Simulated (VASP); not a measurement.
# Fe (Im-3m) in VASP: further runs, part 2 of 2

VASP 6.6.1. Earlier steps stand in the parts before.

**4. Single point, PBE, collinear spin, ferromagnetic start**

INCAR

```
PREC = Accurate ; ENCUT = 520
EDIFF = 1E-6 ; ISMEAR = 0
SIGMA = 0.028000000000000004 ; LREAL = F
LASPH = T ; NELM = 150
ALGO = Normal ; ISIF = 2
LWAVE = F ; LCHARG = T
ISPIN = 2 ; MAGMOM = 3
LORBIT = 11 ; LMAXMIX = 4
GGA = PE ; LELF = T
LVHAR = T
```

KPOINTS

```
Automatic mesh
0
Gamma
  13 13 13
```

POSCAR

```
Fe
1.0
   -1.4430000000      1.4430000000      1.4430000000
    1.4430000000     -1.4430000000      1.4430000000
    1.4430000000      1.4430000000     -1.4430000000
Fe
1
Direct
    0.0000000000      0.0000000000      0.0000000000
```

Potentials or basis: VASP PAW PBE potentials, release 64 (Fe).

The run is started by

```bash
$ cat potpaw_PBE.64/Fe/POTCAR > POTCAR
$ mpirun -np 1 vasp_std > vasp.out
```

OUTCAR:

```text
PREC = Accurate
   ENCUT = 520
   EDIFF = 1E-6
   ISMEAR = 0
   LREAL = F
   LASPH = T
   NELM = 150
   ISIF = 2
   ISPIN = 2
   LORBIT = 11
   GGA = PE

 ion  position               nearest neighbor table
   1  0.000  0.000  0.000-

  LATTYP: Found a body centered cubic cell.
 ALAT       =     2.8860000000

  Lattice vectors:

 A1 = (  -1.4430000000,   1.4430000000,   1.4430000000)
 A2 = (   1.4430000000,  -1.4430000000,   1.4430000000)
[... 833 lines left out ...]
  -------------------------------------------------------------------------------------
  Total       -0.6977852     -0.6977852     -0.6977852     -0.0000000     -0.0000000      0.0000000
  in kB      -93.0193663    -93.0193663    -93.0193663     -0.0000000     -0.0000000      0.0000000
  external PRESSURE =     -93.0193663 kB  Pullay stress =       0.0000000 kB

 VOLUME and BASIS-vectors are now :
 -----------------------------------------------------------------------------
  energy-cutoff  :      520.00
  volume of cell :       12.02
      direct lattice vectors                 reciprocal lattice vectors
    -1.443000000  1.443000000  1.443000000     0.000000000  0.346500347  0.346500347
     1.443000000 -1.443000000  1.443000000     0.346500347  0.000000000  0.346500347
     1.443000000  1.443000000 -1.443000000     0.346500347  0.346500347  0.000000000

 POSITION                                       TOTAL-FORCE (eV/Angst)
 -----------------------------------------------------------------------------------
      0.00000      0.00000      0.00000         0.000000      0.000000      0.000000
 -----------------------------------------------------------------------------------
    total drift:                                0.000000     -0.000000      0.000000

  FREE ENERGIE OF THE ION-ELECTRON SYSTEM (eV)
  ---------------------------------------------------
  free  energy   TOTEN  =        -8.2163891890 eV

  energy  without entropy=       -8.2158155630  energy(sigma->0) =       -8.21610238

 total charge

# of ion       s       p       d       tot
------------------------------------------
    1        0.464   0.494   6.199   7.157

 magnetization (x)

# of ion       s       p       d       tot
------------------------------------------
    1       -0.014  -0.060   2.363   2.290
```

It took 15 s on 1 thread of Intel Xeon 6975P-C (Granite Rapids), shared host; peak memory 0.13 GiB.

Results:

```
Free energy                                           : -8.2164 eV
Pressure                                              : -9.3 GPa
Band gap on the k mesh                                : none (metal or under the smearing width)
Net moment                                            : 2.28 μB per cell
Site moments                                          : Fe +2.29 μB
Valence electrons inside the program's atomic spheres : Fe 7.16
```

**5. Relaxation of cell and atoms, PBE+D3(BJ), collinear spin, ferromagnetic start**

INCAR

```
SYSTEM = Fe
PREC     = Accurate       ! precision mode
ENCUT    = 600            ! plane-wave cutoff, eV
EDIFF    = 1E-6           ! SCF threshold, eV
ISMEAR   = -1             ! smearing method
SIGMA    = 0.05           ! smearing width, eV
LREAL    = .FALSE.        ! projectors in reciprocal space
LASPH    = .TRUE.         ! aspherical terms in the spheres
NELM     = 120            ! most SCF steps
ALGO     = Normal         ! electronic algorithm
ISIF     = 3              ! what is computed and relaxed
LWAVE    = .FALSE.        ! write WAVECAR
LCHARG   = .FALSE.        ! write CHGCAR
ISPIN    = 2              ! spin polarisation
MAGMOM   = 3              ! initial moments
LORBIT   = 11             ! projections on sites
LMAXMIX  = 4              ! l up to which the mixer works
GGA      = PE             ! functional
IVDW     = 12             ! dispersion correction
IBRION   = 2              ! ionic algorithm
NSW      = 60             ! ionic steps
EDIFFG   = -0.005         ! ionic threshold
```

KPOINTS

```
Automatic mesh
0
G
  12 12 12
  0 0 0
```

POSCAR is that of step 4.

Potentials or basis: VASP PAW PBE potentials, release 64 (Fe).

The run is started by

```bash
$ cat potpaw_PBE.64/Fe/POTCAR > POTCAR
$ mpirun -np 1 vasp_std > vasp.out
```

OUTCAR:

```text
SYSTEM = Fe
   PREC = Accurate
   ENCUT = 600
   EDIFF = 1E-6
   ISMEAR = -1
   LREAL = .FALSE.
   LASPH = .TRUE.
   NELM = 120
   ISIF = 3
   ISPIN = 2
   LORBIT = 11
   GGA = PE
   IVDW = 12
   IBRION = 2
   NSW = 60
   EDIFFG = -0.005
 IVDW          = 12

 ion  position               nearest neighbor table
   1  0.000  0.000  0.000-

  LATTYP: Found a body centered cubic cell.
 ALAT       =     2.8860000000

  Lattice vectors:

 A1 = (  -1.4430000000,   1.4430000000,   1.4430000000)
 A2 = (   1.4430000000,  -1.4430000000,   1.4430000000)
 A3 = (   1.4430000000,   1.4430000000,  -1.4430000000)

Analysis of symmetry for initial positions (statically):
=====================================================================
 Subroutine PRICEL returns:
 Original cell was already a primitive cell.

 Routine SETGRP: Setting up the symmetry group for a
 body centered cubic supercell.

 Subroutine GETGRP returns: Found 48 space group operations
 (whereof 48 operations were pure point group operations)
 out of a pool of 48 trial point group operations.

The static configuration has the point symmetry O_h .

Analysis of symmetry for dynamics (positions and initial velocities):
=====================================================================
 Subroutine PRICEL returns:
 Original cell was already a primitive cell.

[... 400 lines left out ...]
--------------------------------------- Ionic step        7  -------------------------------------------

 number of electron       8.0000004 magnetization       2.1074290

 Free energy of the ion-electron system (eV)
  ---------------------------------------------------
  ext. energy  EPLUGINS =         0.00000000
  ---------------------------------------------------
  free energy    TOTEN  =        -8.24151599 eV

  energy without entropy =       -8.23415311  energy(sigma->0) =       -8.23783455

 E-fermi :   6.1509     XC(G=0): -13.3006

 val. band max:        6.1503307280   @ k =  -0.4167   0.4167   0.3333
 cond. band min:       6.1621314005   @ k =  -0.4167   0.4167   0.4167
 fundamental gap:      0.0118006725
 Fermi energy:         6.1509044376

 spin component 1

 k-point     1 :       0.0000    0.0000    0.0000
  band No.  band energies     occupation
      1      -2.4633      1.00000
      2       3.8019      1.00000
      3       3.8019      1.00000
      4       3.8019      1.00000
      5       5.0592      1.00000
      6       5.0592      1.00000
      7      31.4916      0.00000
      8      31.4916      0.00000
      9      31.4916      0.00000
     10      36.7777      0.00000
[... 287 lines left out ...]
 k-point    24 :       0.4167    0.0833    0.0833
  band No.  band energies     occupation
      1       1.4558      1.00000
      2       2.6169      1.00000
      3       4.8060      1.00000
      4       5.1859      1.00000
      5       5.2705      1.00000
      6       9.0048      0.00000
      7      13.8945      0.00000
      8      22.2644      0.00000
      9      23.7784      0.00000
     10      33.3097      0.00000

 [... further k-points ...]

 spin component 2

 k-point     1 :       0.0000    0.0000    0.0000
  band No.  band energies     occupation
      1      -2.2956      1.00000
      2       5.6139      0.99998
      3       5.6140      0.99998
      4       5.6140      0.99998
      5       7.7611      0.00000
      6       7.7613      0.00000
      7      31.2531      0.00000
      8      31.2531      0.00000
      9      31.2531      0.00000
     10      36.9948      0.00000
[... 331 lines left out ...]
  FREE ENERGIE OF THE ION-ELECTRON SYSTEM (eV)
  ---------------------------------------------------
  free  energy   TOTEN  =        -8.6109574680 eV

  energy  without entropy=       -8.6035945967  energy(sigma->0) =       -8.60727603

 reached required accuracy - stopping structural energy minimisation

 total charge

# of ion       s       p       d       tot
------------------------------------------
    1        0.501   0.573   6.262   7.336

 magnetization (x)

# of ion       s       p       d       tot
------------------------------------------
    1       -0.013  -0.057   2.169   2.100
```

OSZICAR:

```text
N       E                     dE             d eps       ncg     rms          rms(c)
DAV:   1     0.205132686188E+02    0.20513E+02   -0.44250E+03  2976   0.107E+03
[... 59 lines left out ...]
   6 F= -.86109465E+01 E0= -.86072297E+01  d E =-.495350E-06  mag=     2.1102
       N       E                     dE             d eps       ncg     rms          rms(c)
DAV:   1    -0.824166360221E+01    0.34899E-03   -0.28212E-03  3088   0.900E-01    0.120E-01
DAV:   2    -0.824153500105E+01    0.12860E-03   -0.14790E-03  3134   0.546E-01    0.106E-01
DAV:   3    -0.824151803719E+01    0.16964E-04   -0.11305E-04  3154   0.159E-01    0.364E-02
DAV:   4    -0.824151685945E+01    0.11777E-05   -0.96888E-07  1740   0.159E-02    0.796E-03
DAV:   5    -0.824151598567E+01    0.87377E-06   -0.17303E-06  2216   0.116E-02
   7 F= -.86109575E+01 E0= -.86072760E+01  d E =-.114238E-04  mag=     2.1075
```

CONTCAR:

```text
Fe
   1.00000000000000
    -1.4012683258273473    1.4012683258273473    1.4012683258273473
     1.4012683258273473   -1.4012683258273473    1.4012683258273473
     1.4012683258273473    1.4012683258273473   -1.4012683258273473
  Fe
     1
Direct
     0.0000000000000000    0.0000000000000000    0.0000000000000000

  0.00000000E+00  0.00000000E+00  0.00000000E+00
```

Wall time 52 s (1 thread of Intel Xeon Platinum 8488C (Sapphire Rapids), shared host); peak memory 0.16 GiB.

Results:

```
Free energy                                           : -8.6110 eV
Relaxed volume                                        : 11.01 Å³/atom
Relaxed cell                                          : a = 2.427 Å, b = 2.427 Å, c = 2.427 Å, α = 109.47°, β = 109.47°, γ = 109.47°
Space group after relaxing (to 0.05 Å)                : Im-3m (No. 229)
Energy gained by relaxing                             : 45.0 meV/atom
Ionic steps                                           : 7
Pressure after relaxing                               : 0.0 GPa
Band gap on the k mesh                                : none (metal or under the smearing width)
Net moment                                            : 2.11 μB per cell
Site moments                                          : Fe +2.10 μB
Valence electrons inside the program's atomic spheres : Fe 7.34
Dispersion energy per atom                            : -0.369 eV
```

Step by step:
```csv
step,energy change (eV),largest force (eV/Å),pressure (GPa),volume (Å³)
1,0.0000,0.0000,-13.47,12.02
2,-0.0157,0.0000,14.97,10.35
3,-0.0450,0.0000,-0.51,11.04
4,-0.0450,0.0000,-0.08,11.01
5,-0.0450,0.0000,0.28,10.99
6,-0.0450,0.0000,-0.21,11.02
7,-0.0450,0.0000,0.01,11.01
```

Final structure:
```
CELL_PARAMETERS angstrom
-1.40127 1.40127 1.40127
1.40127 -1.40127 1.40127
1.40127 1.40127 -1.40127
ATOMIC_POSITIONS crystal
Fe 0.00000 0.00000 0.00000
```

Levels at points of the mesh, in eV from the Fermi level:
Spin up:
```tsv
k point	band 3	band 4	band 5	band 6	band 7	band 8
(0.00, 0.00, 0.00)	-2.35	-2.35	-1.09	-1.09	25.34	25.34
(0.50, 0.00, 0.00)	-1.01	-0.89	0.47	0.52	7.66	18.64
(0.50, 0.50, 0.50)	0.19	0.19	0.19	10.17	10.17	10.17
```
Spin down:
```csv
k point,band 1,band 2,band 3,band 4,band 5,band 6
"(0.00, 0.00, 0.00)",-8.45,-0.54,-0.54,-0.54,1.61,1.61
"(0.50, 0.00, 0.00)",-3.85,-1.87,0.63,1.46,1.88,2.58
"(0.50, 0.50, 0.50)",-3.26,-3.26,2.27,2.27,2.27,10.44
```

Caveat: pairwise dispersion overbinds metals, which lowers pressure and volume.

**6. For comparison**

An earlier run on the cell as given: functional PBE; potentials or basis VASP PAW PBE potentials, release 64 (Fe); cutoff 520 eV; k mesh 13 × 13 × 13; occupations fermi-dirac, width 0.05 eV; collinear spin, ferromagnetic start; starting moments [3.0] μB.

- Pressure: -9.1 GPa
- Band gap on the k mesh: none (metal or under the smearing width)
- Net moment: 2.28 μB per cell
- Site moments: Fe +2.29 μB
- Valence electrons inside the program's atomic spheres: Fe 7.16

**7. The runs side by side**

```csv
task,level,cell,k mesh,cutoff (eV),smearing,target pressure,ladder,gap on the mesh (eV),pressure (GPa),moment (μB),relaxed volume (Å³/atom)
relaxation of cell and atoms,PBEsol,relaxed to 30 GPa,10 × 10 × 10,600,fermi-dirac 0.05 eV,30 GPa,-,none,30.0,1.92,-
relaxation of cell and atoms,PBEsol,relaxed,10 × 10 × 10,600,fermi-dirac 0.05 eV,-,-,none,0.0,2.12,10.83
single point,PBE,as given,13 × 13 × 13,520,gaussian 0.028 eV,-,-,none,-9.3,2.28,-
relaxation of cell and atoms,PBE+D3(BJ),relaxed,12 × 12 × 12,600,fermi-dirac 0.05 eV,-,gaps,none,0.0,2.11,11.01
single point,PBE,as given,13 × 13 × 13,520,fermi-dirac 0.05 eV,-,-,none,-9.1,2.28,-
```

Alike in all rows: potentials or basis VASP PAW PBE potentials, release 64 (Fe); spin collinear, ferromagnetic start.

Caveats: the PAW data sets were made with another functional, which shifts forces and pressure a little (some runs); the cell is relaxed towards a set pressure, so the enthalpy falls and the energy may rise (some runs); the volume moved by over 15 % at a fixed basis, so the end points are rough (some runs); pairwise dispersion overbinds metals, which lowers pressure and volume (some runs).

Total energies depend on the potentials used, so only differences within one code and one set of settings carry meaning.
